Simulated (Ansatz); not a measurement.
What does this script print? It uses Ansatz's Python interface.

`terms_zncu.py`:
```python
"""Dispersion, smearing and cutoff parts of the energy of ZnCu."""

import ansatz as az


def main() -> None:
    structure = (
        az.Lattice.of((1.48804, -2.12128, 0.0), (1.48804, 2.12128, 0.0), (0.0, 0.0, 4.14075))
        .atom("Zn", (0.5, 0.5, 0.5))
        .atom("Cu", (0.0, 0.0, 0.0))
    )

    calc = (
        structure.calculation()
        .kpoints(9, 9, 6)
        .occupations("Fermi-Dirac", width=0.05)
    )
    with_term = calc.functional("revpbe", dispersion="d4").basis(380).cutoff_correction(530).run(threads=1).report
    without = calc.functional("revpbe").basis(380).run(threads=1).report
    finer = calc.functional("revpbe").basis(530).run(threads=1).report
    removed = az.free_energy_without(with_term, az.EnergyTerm.DISPERSION)
    print(f"dispersion term            {with_term['components']['e_disp']:.5f} eV")
    print(f"F less dispersion          {removed:.5f} eV, run without it {without['free_energy_ev']:.5f} eV")
    print(f"F less smearing term       {az.free_energy_without(without, az.EnergyTerm.SMEARING):.5f} eV")
    print(f"estimated gain to 530 eV   {with_term['cutoff_correction']['energy_ev']:.5f} eV, found {finer['free_energy_ev'] - without['free_energy_ev']:.5f} eV")


if __name__ == "__main__":
    main()
```

Running `python terms_zncu.py` prints:
```text
DeckWarning: basis.ecutwfc = 380 eV is below the records' recommended 420 eV, and the density's cutoff is lower with it unless basis.ecutrho_ratio is high enough to keep the records' density cutoff: compare with a run at a higher cutoff
dispersion term            -1.52832 eV
F less dispersion          -9951.84172 eV, run without it -9951.84172 eV
F less smearing term       -9951.83749 eV
estimated gain to 530 eV   -0.01089 eV, found -0.01076 eV
```
(Warnings from the package without file and line.)

Caveats:
- Total energies depend on the potentials; only differences at equal settings carry meaning. A total without «per atom» is that of the cell as typed.
- The cutoff lies under the one recommended for these potentials in some of the runs.
- Dispersion corrections can be off by several per cent in the lattices of metals, and by several GPa in the pressure at a fixed cell.
- For a metal this k-point mesh is coarse: on a finer one energies can move by several to tens of meV an atom and pressures by half a GPa or more, differences at one mesh by less.
- This cell is a computed structure, which may not be the phase found in nature.
- Finished in 3.1 s on 1 thread of AMD EPYC 9R45 96-Core Processor (Zen 5), on a shared host, peak memory 0.44 GiB.

(Lines on the test bed's own set-up are left out of the output.)
